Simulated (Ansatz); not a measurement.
# SiC: the cost of one run

Method: DFT LDA, scalar-relativistic, plane waves, PAW, in Ansatz 0.2.0.

4 further runs of the same task are left out: 4 set aside as unsound or not needed. Runs told in other sessions of the task aren't counted.

## (1) The system as given

Symmetry: P6_3mc, No. 186, hexagonal system. The conventional cell has a = 3.056 Å, b = 3.056 Å, c = 5.016 Å, α = 90.00°, β = 90.00°, γ = 120.00°. Si (site symmetry 3m) is surrounded by 4 C at 1.87 to 1.89 Å. C (site symmetry 3m) is surrounded by 4 Si at 1.87 to 1.89 Å.

Structure file:

```cif
data_structure
_symmetry_space_group_name_H-M 'P6_3mc'
_symmetry_Int_Tables_number 186
_cell_length_a 3.0562
_cell_length_b 3.0562
_cell_length_c 5.0162
_cell_angle_alpha 90.000
_cell_angle_beta 90.000
_cell_angle_gamma 120.000
_cell_volume 40.58
loop_
_atom_site_label
_atom_site_type_symbol
_atom_site_symmetry_multiplicity
_atom_site_Wyckoff_symbol
_atom_site_fract_x
_atom_site_fract_y
_atom_site_fract_z
_atom_site_occupancy
Si1 Si 2 b 0.33333 0.66667 0.00460 1
C1 C 2 b 0.33333 0.66667 0.38040 1
```

It is the result of an earlier relaxation at this level (volume 10.14 Å³/atom; gap on the mesh: 2.13 eV).

## (2) The scan

The energy is mapped over two normal modes frozen in (zone-centre modes of the cell shown, which folds in the wave vector (0, 1/2, 0) of the primitive cell).

First coordinate, amplitude of mode 4 (258 cm⁻¹), largest displacement: 7 values from −0.113 Å. Second coordinate, amplitude of mode 5 (258 cm⁻¹), largest displacement: 7 values from −0.113 Å.

Nothing else is relaxed (the cell and all other modes fixed). Energies count from the relaxed high-symmetry cell. Points are written as (first, second).

The modes come from a phonon run on the reference cell, made beforehand.

Displacement patterns for an amplitude of 1 (Å):

```
atom      x1     y1     z1      x2     y2     z2
 Si1  -0.088  0.000  0.000   1.000  0.000  0.000
 Si2   1.000  0.000  0.000   0.084  0.000  0.000
 Si3  -1.000  0.000  0.000  -0.084  0.000  0.000
 Si4   0.088  0.000  0.000  -1.000  0.000  0.000
  C5  -0.909  0.000  0.000  -0.083  0.000  0.000
  C6   0.073  0.000  0.000  -0.910  0.000  0.000
  C7  -0.073  0.000  0.000   0.910  0.000  0.000
  C8   0.909  0.000  0.000   0.083  0.000  0.000
```

## (3) The run at (−0.075 Å, −0.113 Å)

Input file input.yaml:

```yaml
crystal:
  lattice:
    - [-3.0561890844, 0.0, 0.0]
    - [0.0, 0.0, -5.0161734138]
    - [0.0, -5.2934747717, 0.0]
  atoms:
    - { symbol: Si, position: [0.5348106053, 0.9953958738, 0.1666666667] }
    - { symbol: Si, position: [0.027749996, 0.9953958738, 0.6666666667] }
    - { symbol: Si, position: [-0.027749996, 0.4953958738, 0.3333333333] }
    - { symbol: Si, position: [0.4651893947, 0.4953958738, 0.8333333333] }
    - { symbol: C, position: [0.474545399, 0.6196041262, 0.1666666667] }
    - { symbol: C, position: [-0.0318290525, 0.6196041262, 0.6666666667] }
    - { symbol: C, position: [0.0318290525, 0.1196041262, 0.3333333333] }
    - { symbol: C, position: [0.525454601, 0.1196041262, 0.8333333333] }
basis:
  ecutwfc: 520.0
kpoints:
  mp_grid: { grid: [10, 6, 6] }
hamiltonian:
  xc: lda
  pseudopotentials: { kind: paw, azcp: { folder: soft_1 } }
scf:
  occupations: { method: gaussian, width: 0.05 }
output:
  forces: true
  stress: true
  eigenvalues: true
```

Launch:

```sh
$ ansatz run input.yaml --threads 2 --pin off --max-ram 4096MiB --backend cpu --events-out ev --progress --plain --runs-dir out
```

Q: Estimate wall time and peak memory on 2 threads of Arm Neoverse V1, shared host.

About 20 s, with a peak of 0.5 GiB.
